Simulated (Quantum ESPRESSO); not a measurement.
HgTe (Coloradoite):

```xyz
2
Lattice="0.0000 3.2145 3.2145 3.2145 0.0000 3.2145 3.2145 3.2145 0.0000" Properties=species:S:1:pos:R:3 pbc="T T T"
Hg    0.0000    0.0000    0.0000
Te    4.8217    4.8217    4.8217
```

- Program: Quantum ESPRESSO 7.5
- Task: phonon dispersion
- Functional: LDA
- Potentials or basis: GBRV 1.5 LDA
- Cutoff: 612 eV
- Density cutoff: 4898 eV
- k mesh: 6 × 6 × 6
- Occupations: cold, width 0.2 eV
- Spin: no spin polarisation
- Form of the LDA correlation: PZ81
- Mixing beta: 0.5
- Most SCF iterations: 120
- SCF threshold: 4e-10 Ry
- q mesh: 2 × 2 × 2

The cell and the atoms were relaxed first, to 33.65 Å³/atom (a = 4.566 Å, b = 4.566 Å, c = 4.566 Å, α = 60.00°, β = 60.00°, γ = 60.00°), and the response was taken there.

Task: What are the zero-point energy, and the vibrational entropy and heat capacity at 298.15 K?

Result: Zero-point energy 16.4 meV/atom; entropy 6.32 k_B/atom (52.6 J/(K·mol of atoms)); Cv 2.94 k_B/atom, 98 % of the classical limit. These are harmonic values without the electrons' part.

Phonon frequencies at the corners of the path (cm⁻¹, interpolated; i marks imaginary ones):
```csv
point,frequencies
Γ,0 0 0 117 117 117
X,18 18 94 133 140 140
W,30 46 83 129 142 143
K,19 45 86 130 137 145
L,20 20 83 130 130 142
U,19 45 86 130 137 145
```

Harmonic thermodynamics per atom at this volume (zero-point energy 16.4 meV, Debye temperature from the second moment 187 K):
| T (K) | free energy (meV) | entropy (k_B) | heat capacity Cv (k_B) |
| --- | --- | --- | --- |
| 50 | 13.0 | 1.73 | 1.79 |
| 100 | 2.1 | 3.26 | 2.55 |
| 200 | -35.0 | 5.16 | 2.87 |
| 298.15 | -83.9 | 6.32 | 2.94 |
| 500 | -208.3 | 7.86 | 2.98 |
| 800 | -430.9 | 9.26 | 2.99 |

Phonon states per cell in windows of 10 cm⁻¹ (negative: imaginary):
| from (cm⁻¹) | total | Hg | Te |
| --- | --- | --- | --- |
| 0 | 0.02 | 0.01 | 0.01 |
| 10 | 0.52 | 0.36 | 0.16 |
| 20 | 0.80 | 0.59 | 0.22 |
| 30 | 0.36 | 0.27 | 0.10 |
| 40 | 0.35 | 0.26 | 0.09 |
| 50 | 0.05 | 0.04 | 0.01 |
| 60 | 0.10 | 0.08 | 0.02 |
| 70 | 0.32 | 0.28 | 0.04 |
| 80 | 0.47 | 0.44 | 0.03 |
| 90 | 0.02 | 0.02 | 0.00 |
| 100 | 0.00 | 0.00 | 0.00 |
| 110 | 0.03 | 0.01 | 0.02 |
| 120 | 1.11 | 0.26 | 0.85 |
| 130 | 1.21 | 0.27 | 0.94 |
| 140 | 0.61 | 0.12 | 0.49 |

A q mesh this small can miss soft modes between its points.

Caveat: the mesh is thin for the phonons of a metal; the q mesh is small, so phonon branches between its points and thermal values are rough.
